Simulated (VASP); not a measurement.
# P in VASP: notebook

One slab, P, is run at these levels: HSE03, PBE0; tasks: band structure.

Everything below comes from runs of VASP 6.6.1. Logs are shortened: lines on timing, memory, paths and dates and some standing lists are left out, and cuts for length are marked.

## 1. The structure

The cell holds a slab with vacuum, 4 atoms: a = 3.284 Å, b = 34.857 Å, c = 4.632 Å, α = 90.00°, β = 90.00°, γ = 90.00°.

The slab is cut from a database's or a generator's crystal, which needn't be the stable form of the element.

## 2. Band structure, HSE03

Input file POSCAR:

```
P
1.0
    3.2837277200      0.0000000000      0.0000000000
    0.0000000000     34.8570309900      0.0000000000
    0.0000000000      0.0000000000      4.6320847100
P
4
Direct
    0.5000000000      0.9702614300      0.9078492800
    0.5000000000      0.0297385700      0.0921507200
    0.0000000000      0.0297385700      0.4078492800
    0.0000000000      0.9702614300      0.5921507200
```

Input file INCAR.step1:

```
  PREC = Accurate
  ENCUT = 520
  EDIFF = 1E-5
  ISMEAR = 0
  SIGMA = 0.02
  LREAL = F
  LASPH = T
  NELM = 100
  ALGO = Normal
  ISIF = 2
  LWAVE = T
  LCHARG = F
  NBANDS = 18
  GGA = PE
  KPAR = 4
```

Input file INCAR.step2:

```
  PREC = Accurate
  ENCUT = 520
  EDIFF = 1E-7
  ISMEAR = 0
  SIGMA = 0.02
  LREAL = F
  LASPH = T
  NELM = 100
  ALGO = Normal
  ISIF = 2
  LWAVE = F
  LCHARG = F
  GGA = PE
  LHFCALC = T
  HFSCREEN = 0.3
  PRECFOCK = Fast
  NBANDS = 18
  ISTART = 1
  KPAR = 4
```

Input file KPOINTS:

```
Automatic mesh
0
Gamma
  6 1 4
```

Input file KPOINTS_OPT:

```
path GXSYGZURTZ,YT,UX,SR
8
line-mode
reciprocal
 0.0000000000  0.0000000000  0.0000000000  G
-0.5000000000  0.0000000000  0.0000000000  X

-0.5000000000  0.0000000000  0.0000000000  X
-0.5000000000  0.0000000000 -0.5000000000  S

-0.5000000000  0.0000000000 -0.5000000000  S
 0.0000000000  0.0000000000 -0.5000000000  Y

 0.0000000000  0.0000000000 -0.5000000000  Y
 0.0000000000  0.0000000000  0.0000000000  G

 0.0000000000  0.0000000000  0.0000000000  G
 0.0000000000 -0.5000000000  0.0000000000  Z

 0.0000000000 -0.5000000000  0.0000000000  Z
-0.5000000000 -0.5000000000  0.0000000000  U

-0.5000000000 -0.5000000000  0.0000000000  U
-0.5000000000 -0.5000000000 -0.5000000000  R

-0.5000000000 -0.5000000000 -0.5000000000  R
 0.0000000000 -0.5000000000 -0.5000000000  T

 0.0000000000 -0.5000000000 -0.5000000000  T
 0.0000000000 -0.5000000000  0.0000000000  Z

 0.0000000000  0.0000000000 -0.5000000000  Y
 0.0000000000 -0.5000000000 -0.5000000000  T

-0.5000000000 -0.5000000000  0.0000000000  U
-0.5000000000  0.0000000000  0.0000000000  X

-0.5000000000  0.0000000000 -0.5000000000  S
-0.5000000000 -0.5000000000 -0.5000000000  R
```

Potentials or basis: VASP PAW PBE potentials, release 64 (P).

The run is started by

```sh
$ cat potpaw_PBE.64/P/POTCAR > POTCAR
$ cp INCAR.step1 INCAR
$ mpirun -np 4 vasp_std > vasp.out
$ cp INCAR.step2 INCAR
$ mpirun -np 4 vasp_std > vasp.out
```

OUTCAR:

```text
PREC = Accurate
   ENCUT = 520
   EDIFF = 1E-7
   ISMEAR = 0
   LREAL = F
   LASPH = T
   NELM = 100
   ISIF = 2
   GGA = PE
   LHFCALC = T
   HFSCREEN = 0.3
   PRECFOCK = Fast
   ISTART = 1

 ion  position               nearest neighbor table
   1  0.500  0.970  0.908-   4 2.20   4 2.20   2 2.24
   2  0.500  0.030  0.092-   3 2.20   3 2.20   1 2.24
   3  0.000  0.030  0.408-   2 2.20   2 2.20   4 2.24
   4  0.000  0.970  0.592-   1 2.20   1 2.20   3 2.24

  LATTYP: Found a simple orthorhombic cell.
 ALAT       =     3.2837277200
 B/A-ratio  =     1.4106177811
 C/A-ratio  =    10.6150795566

  Lattice vectors:

 A1 = (  -3.2837277200,   0.0000000000,   0.0000000000)
 A2 = (   0.0000000000,   0.0000000000,   4.6320847100)
 A3 = (   0.0000000000,  34.8570309900,   0.0000000000)

Analysis of symmetry for initial positions (statically):
=====================================================================
 Subroutine PRICEL returns:
 Original cell was already a primitive cell.

 Routine SETGRP: Setting up the symmetry group for a
 simple orthorhombic supercell.

 Subroutine GETGRP returns: Found  8 space group operations
 (whereof  4 operations were pure point group operations)
 out of a pool of  8 trial point group operations.

The static configuration has the point symmetry C_2h.
 The point group associated with its full space group is D_2h.

Analysis of symmetry for dynamics (positions and initial velocities):
=====================================================================
 Subroutine PRICEL returns:
 Original cell was already a primitive cell.

 Routine SETGRP: Setting up the symmetry group for a
 simple orthorhombic supercell.

 Subroutine GETGRP returns: Found  8 space group operations
 (whereof  4 operations were pure point group operations)
 out of a pool of  8 trial point group operations.

The dynamic configuration has the point symmetry C_2h.
 The point group associated with its full space group is D_2h.

 Subroutine INISYM returns: Found  8 space group operations
 (whereof  4 operations are pure point group operations),
 and found     1 'primitive' translations

----------------------------------------------------------------------------------------

                                     Primitive cell

  volume of cell :     530.1930

  direct lattice vectors                    reciprocal lattice vectors
     3.283727720  0.000000000  0.000000000     0.304531948  0.000000000  0.000000000
     0.000000000 34.857030990  0.000000000     0.000000000  0.028688617  0.000000000
     0.000000000  0.000000000  4.632084710     0.000000000  0.000000000  0.215885516

  length of vectors
     3.283727720 34.857030990  4.632084710     0.304531948  0.028688617  0.215885516

  position of ions in fractional coordinates (direct lattice)
     0.500000000  0.970261430  0.907849280
     0.500000000  0.029738570  0.092150720
     0.000000000  0.029738570  0.407849280
     0.000000000  0.970261430  0.592150720

  ion indices of the primitive-cell ions
   primitive index   ion index
                 1           1
                 2           2
                 3           3
                 4           4

----------------------------------------------------------------------------------------

 KPOINTS: Automatic mesh

Automatic generation of k-mesh.
 Grid dimensions read from file:
 generate k-points for:    6    1    4

 Generating k-lattice:

  Cartesian coordinates                     Fractional coordinates (reciprocal lattice)
     0.050755325  0.000000000  0.000000000     0.166666667  0.000000000  0.000000000
     0.000000000  0.028688617  0.000000000     0.000000000  1.000000000  0.000000000
     0.000000000  0.000000000  0.053971379     0.000000000  0.000000000  0.250000000

  Length of vectors
     0.050755325  0.028688617  0.053971379

  Shift w.r.t. Gamma in fractional coordinates (k-lattice)
     0.000000000  0.000000000  0.000000000

 Subroutine IBZKPT returns following result:
 ===========================================

 Found     12 irreducible k-points:

 Following reciprocal coordinates:
            Coordinates               Weight
  0.000000  0.000000  0.000000      1.000000
  0.166667  0.000000  0.000000      2.000000
  0.333333  0.000000  0.000000      2.000000
  0.500000  0.000000  0.000000      1.000000
  0.000000  0.000000  0.250000      2.000000
  0.166667  0.000000  0.250000      4.000000
  0.333333  0.000000  0.250000      4.000000
  0.500000  0.000000  0.250000      2.000000
  0.000000  0.000000  0.500000      1.000000
  0.166667  0.000000  0.500000      2.000000
  0.333333  0.000000  0.500000      2.000000
  0.500000  0.000000  0.500000      1.000000
   k-points           NKPTS =     12   k-points in BZ     NKDIM =     24   number of bands    NBANDS=     18
   number of dos      NEDOS =    301   number of ions     NIONS =      4
   total plane-waves  NPLWV = 233280
   dimension x,y,z NGX =    24 NGY =  270 NGZ =   36
[... 33 lines left out ...]
     AMIX     =   0.40;   BMIX     =  1.00
     AMIX_MAG =   1.60;   BMIX_MAG =  1.00
  volume/ion in A,a.u.               =     132.55       894.48
  Fermi-wavevector in a.u.,A,eV,Ry     =   0.549044  1.037542  4.101461  0.301449
  Thomas-Fermi vector in A             =   1.580001
   LORBIT       =      0    0 simple, 1 ext, 2 COOP (PROOUT), +10 PAW based schemes
   GGA     = PE    functional components
   LHFCALC =     T    Hartree Fock is set to
   PRECFOCK=fast      Normal, Fast or Accurate (Low or Medium for compatibility)
   ENCUT4O =  -1.0   cutoff for four orbital integrals eV
   NKREDX  =     1    reduce k-point grid by
   NKREDY  =     1    reduce k-point grid by
   NKREDZ  =     1    reduce k-point grid by
   AEXX    =    0.2500 exact exchange contribution
   HFSCREEN=    0.3000 screening length (either q_TF or 0.3 A-1)
   HFSCREENC=   0.3000 screening length for correlation (either q_TF or 0.3 A-1)
   ENCUTFOCK=  -1.0 apply spherical cutoff to Coloumb kernel
   IVDW    =     0    specifies the selected vdW correction
   LEPSILON=     F    determine dielectric tensor
   LRPA    =     F    only Hartree local field effects (RPA)
 non-spin polarized calculation
 Gauss-broadening in eV      SIGMA  =   0.02
  energy-cutoff  :      520.00
  volume of cell :      530.19
 maximum number of plane-waves:     14344
  NGX = 14; NGY =150; NGZ = 20

 number of electron      20.0000001 magnetization

 Free energy of the ion-electron system (eV)
  ---------------------------------------------------
  ext. energy  EPLUGINS =         0.00000000
  ---------------------------------------------------
  free energy    TOTEN  =       -24.89118410 eV

  energy without entropy =      -24.89118410  energy(sigma->0) =      -24.89118410

 E-fermi :  -3.6713     XC(G=0):  -1.4851

 val. band max:       -3.7712739293   @ k =   0.0000   0.0000   0.0000
 cond. band min:      -2.3237418197   @ k =   0.0000   0.0000   0.0000
 fundamental gap:      1.4475321096
 Fermi energy:        -3.6712506611

 k-point     1 :       0.0000    0.0000    0.0000
  band No.  band energies     occupation
      1     -20.3817      2.00000
      2     -17.6465      2.00000
      3     -13.9343      2.00000
      4     -10.0306      2.00000
      5      -8.8794      2.00000
      6      -8.7606      2.00000
[... 10 lines left out ...]
     17       1.6719      0.00000
     18       1.8358      0.00000

 k-point     2 :       0.1667    0.0000    0.0000
  band No.  band energies     occupation
      1     -20.0147      2.00000
      2     -17.2610      2.00000
      3     -14.1166      2.00000
      4      -9.7632      2.00000
      5      -9.3695      2.00000
      6      -8.9824      2.00000
[... 10 lines left out ...]
     17       1.7836      0.00000
     18       2.0584      0.00000

 k-point     3 :       0.3333    0.0000    0.0000
  band No.  band energies     occupation
      1     -18.9355      2.00000
      2     -16.1135      2.00000
      3     -15.2901      2.00000
      4     -11.7560      2.00000
      5      -9.8693      2.00000
      6      -9.1683      2.00000
[... 160 lines left out ...]
 k-point    11 :       0.3333    0.0000    0.5000
  band No.  band energies     occupation
      1     -17.8219      2.00000
      2     -17.8219      2.00000
      3     -13.4663      2.00000
      4     -13.4663      2.00000
      5     -10.0412      2.00000
      6     -10.0412      2.00000
[... 10 lines left out ...]
     17       3.9097      0.00000
     18       3.9097      0.00000

 k-point    12 :       0.5000    0.0000    0.5000
  band No.  band energies     occupation
      1     -16.8569      2.00000
      2     -16.8569      2.00000
      3     -14.6710      2.00000
      4     -14.6710      2.00000
      5      -9.2010      2.00000
      6      -9.2010      2.00000
[... 10 lines left out ...]
     17       3.4702      0.00000
     18       3.4702      0.00000

------------------------ aborting loop because EDIFF is reached ----------------------------------------

  FORCE on cell =-STRESS in cart. coord.  units (eV):
  Direction    XX          YY          ZZ          XY          YZ          ZX
  --------------------------------------------------------------------------------------
  -------------------------------------------------------------------------------------
  Total       -0.1207336     -0.4133977     -0.2197623      0.0000000     -0.0000000      0.0000000
  in kB       -0.3648420     -1.2492363     -0.6640942      0.0000000     -0.0000000      0.0000000
  external PRESSURE =      -0.7593908 kB  Pullay stress =       0.0000000 kB

 VOLUME and BASIS-vectors are now :
 -----------------------------------------------------------------------------
  energy-cutoff  :      520.00
  volume of cell :      530.19
      direct lattice vectors                 reciprocal lattice vectors
     3.283727720  0.000000000  0.000000000     0.304531948  0.000000000  0.000000000
     0.000000000 34.857030990  0.000000000     0.000000000  0.028688617  0.000000000
     0.000000000  0.000000000  4.632084710     0.000000000  0.000000000  0.215885516

 POSITION                                       TOTAL-FORCE (eV/Angst)
 -----------------------------------------------------------------------------------
      1.64186     33.82043      4.20523        -0.000000      0.094993      0.085844
      1.64186      1.03660      0.42685         0.000000     -0.094993     -0.085844
      0.00000      1.03660      1.88919        -0.000000     -0.094993      0.085844
      0.00000     33.82043      2.74289         0.000000      0.094993     -0.085844
 -----------------------------------------------------------------------------------
    total drift:                               -0.000000     -0.000000     -0.000000

  FREE ENERGIE OF THE ION-ELECTRON SYSTEM (eV)
  ---------------------------------------------------
  free  energy   TOTEN  =       -24.8911841032 eV

  energy  without entropy=      -24.8911841032  energy(sigma->0) =      -24.89118410
```

Run time: 22 min. Hardware: 4 MPI ranks of AMD EPYC 9R45 (Zen 5), shared host; peak memory 0.86 GiB.

Results:

```yaml
Free_energy: -24.8912 eV
Largest_force: 0.128 eV/Å
Band_gap_on_the_k_mesh: 1.45 eV, direct
Band_gap_along_the_path: 1.45 eV, direct
```

Forces on the atoms (eV/Å):
```
P    0.000  0.095  0.086
P    0.000 -0.095 -0.086
P    0.000 -0.095  0.086
P    0.000  0.095 -0.086
```

Levels at the corners of the path, in eV from the valence-band top:
| point | band 6 | band 7 | band 8 | band 9 | band 10 | band 11 | band 12 | band 13 | band 14 | band 15 |
| --- | --- | --- | --- | --- | --- | --- | --- | --- | --- | --- |
| Γ | -4.99 | -3.74 | -2.02 | -1.76 | 0.00 | 1.45 | 2.12 | 3.35 | 4.05 | 4.85 |
| X | -5.50 | -3.03 | -3.03 | -2.12 | -2.12 | 1.77 | 1.77 | 2.80 | 2.80 | 4.54 |
| X | -5.50 | -3.03 | -3.03 | -2.12 | -2.12 | 1.77 | 1.77 | 2.80 | 2.80 | 4.54 |
| S | -5.43 | -4.96 | -4.96 | -1.20 | -1.20 | 2.96 | 2.96 | 4.51 | 4.51 | 5.93 |
| S | -5.43 | -4.96 | -4.96 | -1.20 | -1.20 | 2.96 | 2.96 | 4.51 | 4.51 | 5.93 |
| Y | -3.16 | -2.89 | -2.89 | -1.49 | -1.49 | 2.70 | 2.70 | 4.37 | 4.37 | 4.49 |
| Y | -3.16 | -2.89 | -2.89 | -1.49 | -1.49 | 2.70 | 2.70 | 4.37 | 4.37 | 4.49 |
| Γ | -4.99 | -3.74 | -2.02 | -1.76 | 0.00 | 1.45 | 2.12 | 3.35 | 4.05 | 4.85 |
| Γ | -4.99 | -3.74 | -2.02 | -1.76 | 0.00 | 1.45 | 2.12 | 3.35 | 4.05 | 4.85 |
| Z | -4.99 | -3.74 | -2.02 | -1.76 | 0.00 | 1.45 | 2.12 | 3.35 | 4.05 | 4.85 |
| Z | -4.99 | -3.74 | -2.02 | -1.76 | 0.00 | 1.45 | 2.12 | 3.35 | 4.05 | 4.85 |
| U | -5.50 | -3.03 | -3.03 | -2.12 | -2.12 | 1.77 | 1.77 | 2.80 | 2.80 | 4.54 |
| U | -5.50 | -3.03 | -3.03 | -2.12 | -2.12 | 1.77 | 1.77 | 2.80 | 2.80 | 4.54 |
| R | -5.43 | -4.96 | -4.96 | -1.20 | -1.20 | 2.96 | 2.96 | 4.51 | 4.51 | 5.93 |
| R | -5.43 | -4.96 | -4.96 | -1.20 | -1.20 | 2.96 | 2.96 | 4.51 | 4.51 | 5.93 |
| T | -3.16 | -2.89 | -2.89 | -1.49 | -1.49 | 2.70 | 2.70 | 4.37 | 4.37 | 4.49 |
| T | -3.16 | -2.89 | -2.89 | -1.49 | -1.49 | 2.70 | 2.70 | 4.37 | 4.37 | 4.49 |
| Z | -4.99 | -3.74 | -2.02 | -1.76 | 0.00 | 1.45 | 2.12 | 3.35 | 4.05 | 4.85 |
| Y | -3.16 | -2.89 | -2.89 | -1.49 | -1.49 | 2.70 | 2.70 | 4.37 | 4.37 | 4.49 |
| T | -3.16 | -2.89 | -2.89 | -1.49 | -1.49 | 2.70 | 2.70 | 4.37 | 4.37 | 4.49 |
| U | -5.50 | -3.03 | -3.03 | -2.12 | -2.12 | 1.77 | 1.77 | 2.80 | 2.80 | 4.54 |
| X | -5.50 | -3.03 | -3.03 | -2.12 | -2.12 | 1.77 | 1.77 | 2.80 | 2.80 | 4.54 |
| S | -5.43 | -4.96 | -4.96 | -1.20 | -1.20 | 2.96 | 2.96 | 4.51 | 4.51 | 5.93 |
| R | -5.43 | -4.96 | -4.96 | -1.20 | -1.20 | 2.96 | 2.96 | 4.51 | 4.51 | 5.93 |

Caveat: the PAW data sets were made with another functional, which shifts forces and pressure a little.

## 3. Band structure, PBE0

POSCAR is that of step 2.

INCAR.step1 is that of step 2.

Edit INCAR.step2 of step 2 so:

```diff
@@ -14,3 +14,3 @@
   LHFCALC = T
-  HFSCREEN = 0.3
+  AEXX = 0.25
   PRECFOCK = Fast
@@ -18,2 +18,3 @@
   ISTART = 1
+  HFRCUT = -1
   KPAR = 4
```

KPOINTS is that of step 2.

KPOINTS_OPT is that of step 2.

Potentials or basis: VASP PAW PBE potentials, release 64 (P).

The run is started by

```sh
$ cat potpaw_PBE.64/P/POTCAR > POTCAR
$ cp INCAR.step1 INCAR
$ mpirun -np 4 vasp_std > vasp.out
$ cp INCAR.step2 INCAR
$ mpirun -np 4 vasp_std > vasp.out
```

It took 20 min on 4 MPI ranks of AMD EPYC 9R45 (Zen 5), shared host; peak memory 0.77 GiB.

It converged, with:

```
Free energy             : -28.0681 eV
Largest force           : 0.144 eV/Å
Band gap on the k mesh  : 2.38 eV, direct
Band gap along the path : 2.38 eV, direct
```

Forces in eV/Å, atoms in the order of the input:
```
P    0.000  0.128  0.066
P    0.000 -0.128 -0.066
P    0.000 -0.128  0.066
P    0.000  0.128 -0.066
```

Levels at the corners of the path, in eV from the valence-band top:
| point | band 6 | band 7 | band 8 | band 9 | band 10 | band 11 | band 12 | band 13 | band 14 | band 15 |
| --- | --- | --- | --- | --- | --- | --- | --- | --- | --- | --- |
| Γ | -5.11 | -3.79 | -2.03 | -1.79 | 0.00 | 2.38 | 3.06 | 4.30 | 5.02 | 5.63 |
| X | -5.57 | -3.08 | -3.08 | -2.16 | -2.16 | 2.70 | 2.70 | 3.72 | 3.72 | 5.50 |
| X | -5.57 | -3.08 | -3.08 | -2.16 | -2.16 | 2.70 | 2.70 | 3.72 | 3.72 | 5.50 |
| S | -5.49 | -5.06 | -5.06 | -1.21 | -1.21 | 3.89 | 3.89 | 5.48 | 5.48 | 6.90 |
| S | -5.49 | -5.06 | -5.06 | -1.21 | -1.21 | 3.89 | 3.89 | 5.48 | 5.48 | 6.90 |
| Y | -3.22 | -2.92 | -2.92 | -1.50 | -1.50 | 3.64 | 3.64 | 5.31 | 5.31 | 5.45 |
| Y | -3.22 | -2.92 | -2.92 | -1.50 | -1.50 | 3.64 | 3.64 | 5.31 | 5.31 | 5.45 |
| Γ | -5.11 | -3.79 | -2.03 | -1.79 | 0.00 | 2.38 | 3.06 | 4.30 | 5.02 | 5.63 |
| Γ | -5.11 | -3.79 | -2.03 | -1.79 | 0.00 | 2.38 | 3.06 | 4.30 | 5.02 | 5.63 |
| Z | -5.11 | -3.79 | -2.03 | -1.79 | 0.00 | 2.38 | 3.06 | 4.30 | 5.02 | 5.63 |
| Z | -5.11 | -3.79 | -2.03 | -1.79 | 0.00 | 2.38 | 3.06 | 4.30 | 5.02 | 5.63 |
| U | -5.57 | -3.08 | -3.08 | -2.16 | -2.16 | 2.70 | 2.70 | 3.72 | 3.72 | 5.50 |
| U | -5.57 | -3.08 | -3.08 | -2.16 | -2.16 | 2.70 | 2.70 | 3.72 | 3.72 | 5.50 |
| R | -5.49 | -5.06 | -5.06 | -1.21 | -1.21 | 3.89 | 3.89 | 5.48 | 5.48 | 6.90 |
| R | -5.49 | -5.06 | -5.06 | -1.21 | -1.21 | 3.89 | 3.89 | 5.48 | 5.48 | 6.90 |
| T | -3.22 | -2.92 | -2.92 | -1.50 | -1.50 | 3.64 | 3.64 | 5.31 | 5.31 | 5.45 |
| T | -3.22 | -2.92 | -2.92 | -1.50 | -1.50 | 3.64 | 3.64 | 5.31 | 5.31 | 5.45 |
| Z | -5.11 | -3.79 | -2.03 | -1.79 | 0.00 | 2.38 | 3.06 | 4.30 | 5.02 | 5.63 |
| Y | -3.22 | -2.92 | -2.92 | -1.50 | -1.50 | 3.64 | 3.64 | 5.31 | 5.31 | 5.45 |
| T | -3.22 | -2.92 | -2.92 | -1.50 | -1.50 | 3.64 | 3.64 | 5.31 | 5.31 | 5.45 |
| U | -5.57 | -3.08 | -3.08 | -2.16 | -2.16 | 2.70 | 2.70 | 3.72 | 3.72 | 5.50 |
| X | -5.57 | -3.08 | -3.08 | -2.16 | -2.16 | 2.70 | 2.70 | 3.72 | 3.72 | 5.50 |
| S | -5.49 | -5.06 | -5.06 | -1.21 | -1.21 | 3.89 | 3.89 | 5.48 | 5.48 | 6.90 |
| R | -5.49 | -5.06 | -5.06 | -1.21 | -1.21 | 3.89 | 3.89 | 5.48 | 5.48 | 6.90 |

Caveat: the PAW data sets were made with another functional, which shifts forces and pressure a little.

## 4. For comparison

An earlier run on the cell as given: functional PBE; potentials or basis VASP PAW PBE potentials, release 64 (P); cutoff 520 eV; k mesh 8 × 1 × 6; occupations fermi-dirac, width 0.05 eV; no spin polarisation.

* Largest force: 0.309 eV/Å
* Band gap on the k mesh: 0.94 eV, direct

## 5. Summary

| task | level | k mesh | smearing | ladder | grid for exact exchange (PRECFOCK) | exchange at q = 0 | gap on the mesh (eV) | largest force (eV/Å) |
| --- | --- | --- | --- | --- | --- | --- | --- | --- |
| band structure | HSE03 | 6 × 1 × 4 | gaussian 0.02 eV | gaps | Fast | - | 1.45 | 0.13 |
| band structure | PBE0 | 6 × 1 × 4 | gaussian 0.02 eV | gaps | Fast | truncated | 2.38 | 0.14 |
| single point | PBE | 8 × 1 × 6 | fermi-dirac 0.05 eV | - | - | - | 0.94 | 0.31 |

Alike in all rows: potentials or basis VASP PAW PBE potentials, release 64 (P); no spin polarisation; cell as given; cutoff (eV) 520.

On the cell as given the gap runs from 0.94 eV (PBE) to 2.38 eV (PBE0); the meshes differ, which moves gaps too.

Caveats: the PAW data sets were made with another functional, which shifts forces and pressure a little (some runs).

Absolute energies hang on the potentials; compare differences alone.
